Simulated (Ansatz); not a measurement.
C4H6 can be A, `C=C=CC`, or B, `C=C1CC1`.

Calculated with Ansatz (gas phase, PBE0-D4/def2-TZVP geometries, no zero-point term in ΔE). CCSD(T)/CBS is the MP2 limit (def2-TZVPP, def2-QZVPP) plus CCSD(T) − MP2 in def2-TZVPP, frozen cores. Functionals use def2-TZVPP. B3LYP here is the variant with VWN-RPA as its local correlation; programs differ in this.

A:

```xyz
10

C    -0.192   -2.081    0.188
C    -0.302   -0.788    0.278
C    -0.409    0.506    0.364
C     0.429    1.487   -0.397
H    -0.766   -2.647   -0.539
H     0.476   -2.636    0.840
H    -1.161    0.910    1.039
H    -0.199    2.130   -1.021
H     1.147    0.978   -1.040
H     0.978    2.140    0.287
```

B:

```xyz
10

C     0.203    1.658    0.097
C     0.044    0.355    0.021
C     0.133   -0.947    0.670
C    -0.348   -0.804   -0.772
H     0.564    2.129    1.005
H    -0.021    2.302   -0.747
H     1.114   -1.381    0.835
H    -0.603   -1.204    1.425
H    -1.403   -0.966   -0.971
H     0.315   -1.143   -1.562
```

Task: Which isomer does CCSD(T)/CBS put lower? Give the gap. (An estimate is asked.)

Result: Computed: A, by 29.5 kJ/mol.

Task: Give E(B) − E(A) in kJ/mol with MP2/def2-TZVPP, B3LYP, B3LYP-D4, BLYP-D4, LDA (SPW92), PBE-D4, CCSD(T)/def2-SVP. (Best estimate.)

Result: Ansatz gave: MP2/def2-TZVPP 20.3, B3LYP 38.6, B3LYP-D4 37.3, BLYP-D4 45.0, LDA (SPW92) 12.2, PBE-D4 24.3, CCSD(T)/def2-SVP 23.6. None reverses the order clearly.

Task: Does the order hold for the free energy at 298.15 K (harmonic terms from PBE0-D4)? (An estimate is asked.)

Result: Ansatz gave: Yes: G(B) − G(A) = +37.0 kJ/mol.

Largest T1 diagnostic: 0.011.

Leaving LDA and LC-ωPBE aside and taking each functional with its dispersion term where it has one, the values, not all of them listed here, spread over 30.5 kJ/mol, from PBE-QIDH to BLYP-D4. LDA lies −12.8 kJ/mol from PBE without D4. From r2SCAN to r2SCAN0 (25 % exact exchange), in def2-TZVPP and without D4, E(B) − E(A) moves by −6.8 kJ/mol.
